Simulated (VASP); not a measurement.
W, 1 atom in the cell. The structure is cubic, space group Im-3m (No. 229). The conventional cell has a = 3.218 Å, b = 3.218 Å, c = 3.218 Å, α = 90.00°, β = 90.00°, γ = 90.00°. W (site symmetry m-3m) has 8 W at 2.79 Å as nearest neighbours.  The cell isn't the ideal one: a relaxed cell with its volume scaled by 1.06.

```yaml
Program: VASP 6.6.1
Task: single point
Functional: PBEsol
Potentials_or_basis: VASP PAW PBE potentials, release 64 (W_sv)
Cutoff: 520 eV
k_mesh: 18 × 18 × 18
Occupations: gaussian, width 0.1 eV
Spin: no spin polarisation
Further_INCAR_settings: ALGO = Fast; EDIFF = 1e-07
```

Potentials or basis: VASP PAW PBE potentials, release 64 (W_sv).

Command:

```console
$ cat potpaw_PBE.64/W_sv/POTCAR > POTCAR
$ mpirun -np 1 vasp_std > vasp.out
```

Hardware: 1 thread of Intel(R) Xeon(R) Platinum 8488C (Sapphire Rapids), with other jobs on the host.

Q: Estimate the wall time of this run.

A: Run time: 22 s on 1 thread of Intel(R) Xeon(R) Platinum 8488C (Sapphire Rapids), on a shared host, peak memory 0.16 GiB. Counts: scf iterations 15, k points 195.
